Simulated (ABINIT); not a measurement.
**Ni: equation of state with PBE**

The system is Ni.

```
Ni
1.0
     0.00000    1.73757    1.73757
     1.73757    0.00000    1.73757
     1.73757    1.73757    0.00000
Ni
1
Direct
  0.00000 0.00000 0.00000
```

```
Program             : ABINIT 10.8.3 (patched build)
Task                : equation of state
Functional          : PBE
Potentials or basis : JTH PAW PBE v2.0
Cutoff              : 1116 eV
k mesh              : 8 × 8 × 8
Occupations         : fermi-dirac, width 0.05 eV
Spin                : collinear spin, ferromagnetic start
Starting moments    : [1.0] μB
Fine-grid cutoff    : 1714.32 eV
```

```json
{"Equilibrium volume": "10.97 Å³/atom", "Bulk modulus": "196 GPa", "Pressure derivative of the bulk modulus": "5.1"}
```

Energy against volume, from the lowest point:
```csv
volume (Å³/atom),energy (meV/atom)
9.862,84.57
10.072,53.14
10.282,29.84
10.492,13.70
10.702,4.03
10.912,0.00
11.122,1.09
```

Wall time 2.7 min on 1 thread of Arm Neoverse V2 (shared host), peak memory 0.15 GiB.

Caveat: the k mesh is coarse (spacing up to 0.39 Å⁻¹), so the values aren't converged; pressures at fixed basis lie under the slope of the energies.
